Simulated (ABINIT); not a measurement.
# Al (Pm-3m) in ABINIT: reference runs, part 2 of 2

ABINIT 10.8.3 (patched build). Earlier steps stand in the parts before.

## 3. Single point, PBE (cell strained at random at fixed volume)

Contents of run.abi:

```
# Pseudopotentials
pp_dirpath "./"
pseudos "Al.GGA_PBE-JTH.xml"

# Structure
acell 2.7233181023 2.7573899872 2.6874296546 Angstrom
rprim
     0.9999327650     0.0083214664     0.0080758102
     0.0082186416     0.9998157725     0.0173457510
     0.0081836561     0.0177973031     0.9998081235
ntypat 1
znucl 13
natom 1
typat 1
xcart
     0.0273239449    -0.0550992712     0.0087537564 Angstrom
chkprim 0
chksymtnons 0
tolsym 1.0e-6

# Plane-wave basis
ecut 408.170794 eV
pawecutdg 30.0
pawxcdev 0

# k points
kptopt 1
ngkpt 10 10 10
nshiftk 1
shiftk 0.0 0.0 0.0

# Exchange and correlation
ixc 11

# Bands and occupations
nband 6
occopt 3
tsmear 0.00183747

# SCF cycle
nstep 100
tolvrs 1.0e-9

# Output
iomode 3
prtwf 0
prtden 0
prteig 0
prtebands 0
```

Potentials or basis: JTH PAW PBE v2.0.

Launch:

```sh
abinit run.abi > log 2>&1
```

run.abo:

```text
.Version 10.8.3 of ABINIT
 Symmetries : space group P-1 (#  2); Bravais aP (primitive triclinic)
================================================================================
 Values of the parameters that define the memory need of the present run
     intxc =       0    ionmov =       0      iscf =      17    lmnmax =       8
     lnmax =       4     mgfft =      20  mpssoang =       2    mqgrid =    3001
     natom =       1  nloc_mem =       2    nspden =       1   nspinor =       1
    nsppol =       1      nsym =       2    n1xccc =       1    ntypat =       1
    occopt =       3   xclevel =       2
       mpw =         391          nfft =        6480          nkpt =         504
 PAW method is used; the additional fine FFT grid is defined by:
   mgfftf=        27    nfftf =     19683
================================================================================
================================================================================

--------------------------------------------------------------------------------
------------- Echo of variables that govern the present computation ------------
--------------------------------------------------------------------------------
 -outvars: echo values of preprocessed input variables --------
            acell      5.1463253671E+00  5.2107118981E+00  5.0785060298E+00 Bohr
              amu      2.69815390E+01
          chkprim           0
      chksymtnons           0
             ecut      1.50000000E+01 Hartree
                       outvar_i_n : Printing only first  50 k-points.
              ixc          11
                       outvar_i_n : Printing only first  50 k-points.
         kptrlatt       10    0    0      0   10    0      0    0   10
          kptrlen      5.07850603E+01
            natom           1
            nband           6
            ngfft          18      20      18
          ngfftdg          27      27      27
             nkpt         504
            nstep         100
             nsym           2
           ntypat           1
                       prtocc : prtvol=0, do not print more k-points.
           occopt           3
        pawecutdg      3.00000000E+01 Hartree
         pawxcdev           0
           prtden           0
        prtebands           0
           prteig           0
            prtwf           0
            rprim      9.9993276500E-01  8.3214664000E-03  8.0758102000E-03
                       8.2186416000E-03  9.9981577250E-01  1.7345751000E-02
                       8.1836561000E-03  1.7797303100E-02  9.9980812350E-01
          spgroup           2
           tolsym      1.00000000E-06
           tolvrs      1.00000000E-09
           tsmear      1.83747000E-03 Hartree
            typat      1
           useylm           1
                       outvars : Printing only first  50 k-points.
           xangst      2.7323944900E-02 -5.5099271200E-02  8.7537564000E-03
            xcart      5.1634772540E-02 -1.0412253231E-01  1.6542202169E-02
             xred      1.0173000000E-02 -2.0131000015E-02  3.5330000187E-03
            znucl       13.00000

================================================================================

 chkinp: Checking input parameters for consistency.

================================================================================
== DATASET  1 ==================================================================

--- !DatasetInfo
iteration_state: {dtset: 1, }
dimensions: {natom: 1, nkpt: 504, mband: 6, nsppol: 1, nspinor: 1, nspden: 1, mpw: 391, }
cutoff_energies: {ecut:  15.0, pawecutdg:  30.0, }
electrons: {nelect:   3.00000000E+00, charge:   0.00000000E+00, occopt:   3.00000000E+00, tsmear:   1.83747000E-03, }
[... 57 lines left out ...]
  sigma(2 2)=  2.15392154E-05  sigma(3 1)= -1.50099776E-05
  sigma(3 3)= -3.30111162E-05  sigma(2 1)=  1.80866954E-06

--- !ResultsGS
iteration_state: {dtset: 1, }
comment   : Summary of ground state results
lattice_vectors:
- [  5.1459794,   0.0428250,   0.0415607, ]
- [  0.0428250,   5.2097519,   0.0903837, ]
- [  0.0415607,   0.0903837,   5.0775316, ]
lattice_lengths: [   5.14633,    5.21071,    5.07851, ]
lattice_angles: [ 87.983,  89.060,  89.044, ] # degrees, (23, 13, 12)
lattice_volume:   1.3606492E+02
convergence: {deltae:  1.294E-11, res2:  6.293E-11, residm:  6.807E-04, diffor: null, }
etotal    :  -2.09141416E+00
entropy   :   0.00000000E+00
fermie    :   2.34299277E-01
cartesian_stress_tensor: # hartree/bohr^3
- [ -5.16919971E-06,   1.80866954E-06,  -1.50099776E-05, ]
- [  1.80866954E-06,   2.15392154E-05,  -2.23609649E-05, ]
- [ -1.50099776E-05,  -2.23609649E-05,  -3.30111162E-05, ]
pressure_GPa:   1.6320E-01
xred      :
- [  1.0173E-02,  -2.0131E-02,   3.5330E-03, Al]
cartesian_forces: # hartree/bohr
- [ -0.00000000E+00,  -0.00000000E+00,  -0.00000000E+00, ]
force_length_stats: {min:   0.00000000E+00, max:   0.00000000E+00, mean:   0.00000000E+00, }
...

 Integrated electronic density in atomic spheres:
 ------------------------------------------------
 Atom  Sphere_radius  Integrated_density
    1        1.90363          0.73829832

================================================================================

 ----iterations are completed or convergence reached----

 Mean square residual over all n,k,spin=   59.525E-08; max=  68.072E-05
 reduced coordinates (array xred) for    1 atoms
       0.010173000000     -0.020131000015      0.003533000019
 rms dE/dt=  0.0000E+00; max dE/dt=  0.0000E+00; dE/dt below (all hartree)
    1       0.000000000000      0.000000000000      0.000000000000

 cartesian coordinates (angstrom) at end:
    1      0.02732394490000    -0.05509927120000     0.00875375640000

 cartesian forces (hartree/bohr) at end:
    1     -0.00000000000000    -0.00000000000000    -0.00000000000000
 frms,max,avg= 0.0000000E+00 0.0000000E+00   0.000E+00  0.000E+00  0.000E+00 h/b

 cartesian forces (eV/Angstrom) at end:
    1     -0.00000000000000    -0.00000000000000    -0.00000000000000
 frms,max,avg= 0.0000000E+00 0.0000000E+00   0.000E+00  0.000E+00  0.000E+00 e/A
 length scales=  5.146325367074  5.210711898128  5.078506029837 bohr
              =  2.723318102300  2.757389987200  2.687429654600 angstroms
 Fermi (or HOMO) energy (hartree) =   0.23430   Average Vxc (hartree)=  -0.33726
 Eigenvalues (hartree) for nkpt= 504  k points:
 kpt#   1, nband=  6, wtk=  0.00100, kpt=  0.0000  0.0000  0.0000 (reduced coord)
  -0.11829    0.52145    0.53319    0.55007    0.56729    0.58759
      occupation numbers for kpt#   1
   2.00000    0.00000    0.00000    0.00000    0.00000    0.00000
 prteigrs : prtvol=0 or 1, do not print more k-points.

--- !EnergyTerms
iteration_state     : {dtset: 1, }
comment             : Components of total free energy in Hartree
kinetic             :  7.60082385590292E-01
hartree             :  1.67628890197633E-02
xc                  : -1.03528833065934E+00
Ewald energy        : -2.48221994296147E+00
psp_core            : -8.05231158955367E-02
local_psp           :  5.94877739567958E-02
PAW spherical_terms :  6.70428923613451E-01
internal            : -2.09126941733605E+00
'-kT*entropy'       : -1.41855248493946E-04
total_energy        : -2.09141127258454E+00
total_energy_eV     : -5.69101999374966E+01
...

--- !EnergyTermsDC
iteration_state     : {dtset: 1, }
comment             : '"Double-counting" decomposition of free energy'
band_energy         :  2.87589628528836E-01
Ewald energy        : -2.48221994296147E+00
psp_core            : -8.05231158955367E-02
xc_dc               :  3.27974782360996E-03
PAW spherical_terms :  1.80601376267408E-01
internal            : -2.09127230623716E+00
'-kT*entropy'       : -1.41855248493946E-04
total_energy_dc     : -2.09141416148565E+00
total_energy_dc_eV  : -5.69102785485005E+01
...

--- !EnergyTermsWithPAWCore
iteration_state     : {dtset: 1, }
comment             : 'Components of total free energy, including PAW core contributions'
Total energy        : -2.42808573235663E+02
Total energy DC     : -2.42808576124565E+02
Total energy (eV)   : -6.60715787015120E+03
Total energy DC (eV): -6.60715794876221E+03
...

 Cartesian components of stress tensor (hartree/bohr^3)
  sigma(1 1)= -5.16919971E-06  sigma(3 2)= -2.23609649E-05
  sigma(2 2)=  2.15392154E-05  sigma(3 1)= -1.50099776E-05
  sigma(3 3)= -3.30111162E-05  sigma(2 1)=  1.80866954E-06

-Cartesian components of stress tensor (GPa)         [Pressure=  1.6320E-01 GPa]
- sigma(1 1)= -1.52083106E-01  sigma(3 2)= -6.57882301E-01
- sigma(2 2)=  6.33705596E-01  sigma(3 1)= -4.41608787E-01
- sigma(3 3)= -9.71220569E-01  sigma(2 1)=  5.32128952E-02

== END DATASET(S) ==============================================================
================================================================================

 -outvars: echo values of variables after computation  --------
            acell      5.1463253671E+00  5.2107118981E+00  5.0785060298E+00 Bohr
           etotal     -2.0914141615E+00
            fcart     -0.0000000000E+00 -0.0000000000E+00 -0.0000000000E+00
            rprim      9.9993276500E-01  8.3214664000E-03  8.0758102000E-03
                       8.2186416000E-03  9.9981577250E-01  1.7345751000E-02
                       8.1836561000E-03  1.7797303100E-02  9.9980812350E-01
           strten     -5.1691997099E-06  2.1539215411E-05 -3.3011116155E-05
                      -2.2360964897E-05 -1.5009977595E-05  1.8086695446E-06
           xangst      2.7323944900E-02 -5.5099271200E-02  8.7537564000E-03
             xred      1.0173000000E-02 -2.0131000015E-02  3.5330000187E-03
 Calculation completed.
```

It took 15 s on 1 thread of Arm Neoverse V1, shared host; peak memory 0.11 GiB.

What came out:

```
Free energy                                           : -56.9103 eV
Pressure                                              : 0.2 GPa
Band gap on the k mesh                                : none (metal or under the smearing width)
Valence electrons inside the program's atomic spheres : Al 0.74 (radii [1.0074] Å)
```

Stress tensor (GPa, compression positive):
```
 0.15 -0.05  0.44
-0.05 -0.63  0.66
 0.44  0.66  0.97
```
